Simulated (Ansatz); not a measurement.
# Ga: the cost of one run

Method: DFT r2SCAN, scalar-relativistic, plane waves, PAW, in Ansatz 0.2.0.

## (1) The starting structure

It takes space group Fd-3m (No. 227, cubic). Conventional cell: a = 5.596 Å, b = 5.596 Å, c = 5.596 Å, α = 90.00°, β = 90.00°, γ = 90.00°. Ga (site symmetry -43m) is surrounded by 4 Ga at 2.42 Å.

As a file:

```
CELL_PARAMETERS angstrom
0.00000 2.79810 2.79810
2.79810 0.00000 2.79810
2.79810 2.79810 0.00000
ATOMIC_POSITIONS crystal
Ga 0.50000 0.50000 0.50000
Ga 0.75000 0.75000 0.75000
```

This is candidate A: diamond type (Fd-3m, No. 227).

(A quick probe on a coarse mesh, which set the mesh and smearing, is not shown.)

## (3) Coarse relaxation (candidate A)

Input file input.yaml:

```yaml
crystal:
  lattice:
    - [0.0, 2.7980956521, 2.7980956521]
    - [2.7980956521, 0.0, 2.7980956521]
    - [2.7980956521, 2.7980956521, 0.0]
  atoms:
    - { symbol: Ga, position: [0.5, 0.5, 0.5] }
    - { symbol: Ga, position: [0.75, 0.75, 0.75] }
basis:
  ecutwfc: 500
kpoints:
  mp_grid: { grid: [6, 6, 6] }
hamiltonian:
  xc: r2scan
scf:
  occupations: { method: gaussian, width: 0.1 }
  lower_state_search: "off"
output:
  forces: true
  stress: true
  eigenvalues: true
relax:
  adjacent_minimum: "off"
  f_tol: 0.04
  max_steps: 70
  cell: { stress_tol: 0.4 }
```

What time and memory should one allow on 1 thread of an x86-64 CPU, shared host?

About 10 s, with a peak of 0.56 GiB.
